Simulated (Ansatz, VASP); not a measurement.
**One calculation of ZnSe, two programs**

```
Zn Se
1.0
     0.00000    2.83380    2.74879
     2.83380    0.00000    2.74879
     2.83380    2.83380    0.00000
Zn Se
1 1
Direct
  0.00000 0.00000 0.00000
  0.25000 0.25000 0.25000
```

Change from the starting cell: z stretched by -3 %, ions relaxed.

Alike in both runs: functional PBE; k mesh 13 × 13 × 13; occupations fermi-dirac, width 0.02 eV; no spin polarisation.

Ansatz relaxed the structure, and its values are those at the end. VASP's run is a single point on that final structure, the one shown.

```csv
,VASP,Ansatz
version,VASP 6.6.1,Ansatz 0.2.0
potentials or method,"VASP PAW PBE potentials, release 64 (Zn, Se)","plane-wave PAW, scalar-relativistic"
plane-wave cutoff (eV),520,420
valence electrons in the cell,18,28
```

|  | VASP | Ansatz | Ansatz less VASP |
| --- | --- | --- | --- |
| gap on the k mesh at the Fermi level (eV) | 1.34 | 1.34 | -0.003 |
| pressure (GPa) | 4.5 | 4.2 | -0.26 |

With one functional, cell and mesh, what is left measures potentials, basis and numerics. The two sets of potentials don't hold the same shells in valence. Ansatz warned: «stress_scf_threshold_loose».
